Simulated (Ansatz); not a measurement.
## Al3Ni2 (P-3m1), a film clamped to a substrate

Theory: Ansatz 0.2.0, DFT PBEsol, scalar-relativistic, plane waves, PAW. Settings: plane waves to 420 eV, k-mesh 12×12×10 (Γ-centred), Gaussian smearing 0.15 eV. No spin polarisation. A magnetic state may lie lower. Energies are free energies at this smearing, counted from the undisturbed cell; pressure is positive in compression.

Zero of the scan (relaxed at this level):

```
Al Ni
1.0
     4.00314    0.00000    0.00000
    -2.00157    3.46682    0.00000
     0.00000    0.00000    4.85946
Al Ni
3 2
Direct
  0.00000 0.00000 0.00000
  0.33333 0.66667 0.64778
  0.66667 0.33333 0.35222
  0.33333 0.66667 0.14557
  0.66667 0.33333 0.85443
```

The cell (5 atoms, V0 = 67.44 Å³) is strained by p along both x and y and by q along z, fractional coordinates fixed. τp = (1/V0) ∂E/∂p = (σxx + σyy)(1 + p)(1 + q) and τq = (1/V0) ∂E/∂q = σzz(1 + p)², with tension positive.

| p | q | ΔE (meV/atom) | τp (GPa) | τq (GPa) |
| --- | --- | --- | --- | --- |
| 0.000 | 0.000 | 0.00 | -0.03 | -0.02 |
| -0.025 | 0.000 | 19.65 | -19.32 | -4.12 |
| 0.025 | 0.000 | 17.10 | 15.77 | 3.22 |
| 0.000 | -0.025 | 8.70 | -3.71 | -8.60 |
| 0.000 | 0.025 | 7.35 | 3.60 | 6.76 |

Q: Get the second derivatives of the energy density.

A: Central differences give A = ∂τp/∂p = 702 GPa (C11 + C22 + 2 C12), C = ∂τq/∂q = 307 GPa (C33) and the cross term B = ∂τq/∂p = 147 GPa (C13 + C23); ∂τp/∂q = 146 GPa must equal B, and any difference shows higher-order terms. The ions are clamped.

Q: A film of this crystal grows with z along the normal on a substrate that imposes p. How does its thickness respond, and what does the misfit cost?

A: Count p and q from the stress-free cell. A free surface needs τq = 0, so q = −(B/C) p = -0.48 p. The energy density left is (A − B²/C) p²/2 = M p², with the biaxial modulus M = 316 GPa; a misfit of 1 % costs 2.66 meV/atom, against 2.95 meV/atom if the thickness were held.

At p = 0.050 the energies along q are 78.1 (q = -0.050), 61.2 (q = -0.025), 64.4 (q = 0.000), 83.7 (q = 0.025), 115.7 (q = 0.050) meV/atom.

Q: Does the linear rule hold at this misfit?

A: A parabola through the lowest point and its neighbours has its minimum at q = -0.016, 60.0 meV/atom. With the stress left in the starting cell, τp0 and τq0, linear elasticity gives q = −(τq0 + Bp)/C = -0.024 and E = V0(τp0 p + τq0 q + Ap²/2 + Bpq + Cq²/2)/N = 66.4 meV/atom. The two agree within a tenth in energy.

Forces appear on the atoms along this scan, and letting them relax would lower the energy and soften the response. In a metal these slopes depend on the k mesh and the smearing.

The film resists misfit mainly through its in-plane stiffness: freeing the thickness lowers the cost of a 1 % misfit only from 2.95 to 2.66 meV/atom, because the coupling B is small beside A and C. Stretching the plane lengthens the inclined Ni–Al contacts, and contraction along z partly restores them, at the price of compressing other contacts. In both directions compression costs more than equal tension, as expected when short-range repulsion rises faster than the metallic and Ni d–Al sp bonding weakens.

This anharmonicity matters more for the shape of the film than for its energy. At p = 0.050 the fitted minimum lies at q = -0.016, not the linear -0.024, so the harmonic rule overstates the thinning by far more than the energy agreement suggests. Weaker coupling in the stretched plane and stiffening under compression along z probably both contribute. Equal strain along x and y fixes only the sum of C11 and C12, so resistance to in-plane shear, and with it the elastic stability of the strained film, remains untested.
